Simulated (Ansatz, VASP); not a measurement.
**Ba: VASP beside Ansatz**

```
CELL_PARAMETERS angstrom
3.91772 0.00000 0.00000
0.00000 3.91772 -0.29383
0.00000 -0.29383 3.91772
ATOMIC_POSITIONS crystal
Ba 0.00000 0.00000 0.00000
```

Change from the starting cell: strain -0.1500 x Voigt [0, 0, 0, 1, 0, 0], atoms carried along.

Alike in both runs: task single point; functional PBEsol; k mesh 12 × 12 × 12; occupations gaussian, width 0.15 eV; no spin polarisation.

```csv
,VASP,Ansatz
version,VASP 6.6.1,Ansatz 0.2.0
potentials or method,"VASP PAW PBE potentials, release 64 (Ba_sv)","scalar-relativistic, plane waves, PAW"
plane-wave cutoff (eV),520,420
valence electrons in the cell,10,10
```

|  | VASP | Ansatz | Ansatz less VASP |
| --- | --- | --- | --- |
| gap on the k mesh at the Fermi level (eV) | none | none | - |
| pressure (GPa) | -0.4 | -0.5 | -0.13 |
| largest component of the traceless stress (GPa) | 0.66 | 0.64 | -0.018 |

A gap of «none» marks a metal or a gap that the smearing closes.

Caveats: the PAW data sets were made with another functional, which shifts forces and pressure a little (VASP). The runs have no spin-orbit coupling, so splittings on Ba are missing.
